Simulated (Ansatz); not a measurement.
A structure drawn as `C=CCC`, with this starting geometry:

Cartesian coordinates in Å:
```
C 0.9473 -1.5127 0.2201
C -0.3089 -1.0128 0.4968
C -0.8353 0.3993 0.1820
C 0.1030 1.3113 -0.5486
H 1.6755 -0.9069 -0.3310
H 1.1692 -2.5149 0.4693
H -1.0143 -1.6415 0.9836
H -1.1435 0.8069 1.1516
H -1.7101 0.2629 -0.4240
H 0.4287 0.9959 -1.5196
H 1.0517 1.5158 0.0235
H -0.3632 2.2967 -0.7037
```

The species carries charge 0 and has multiplicity 1.

Question: Does it keep its bonds when Ansatz relaxes it at PBE-D4/def2-SVP and then PBE0-D4/def2-TZVP?

Answer: Yes, every drawn bond is still there and no new one forms.

Question: Give the relaxed structure. (Best estimate.)

Answer: The calculation gave: 
Z-matrix (Å, degrees):
```
C
C 1 1.495
C 1 1.516 2 115.6
H 1 1.098 2 108.2 3 -123.6
H 1 1.098 2 108.2 3 123.6
C 2 1.326 1 126.4 3 0.1
H 2 1.089 1 115.1 3 -179.9
H 3 1.093 1 111.3 2 60.1
H 3 1.092 1 110.7 2 180.0
H 3 1.093 1 111.3 2 -60.1
H 6 1.084 2 122.1 1 -0.0
H 6 1.084 2 121.1 1 180.0
```
No frequency check was run.

Atoms count as bonded under 1.1 times the sum of their covalent radii (H–H under 0.85 Å, pairs among N, O and F under 1.55 Å), and a drawn bond as lost past 1.3 times.
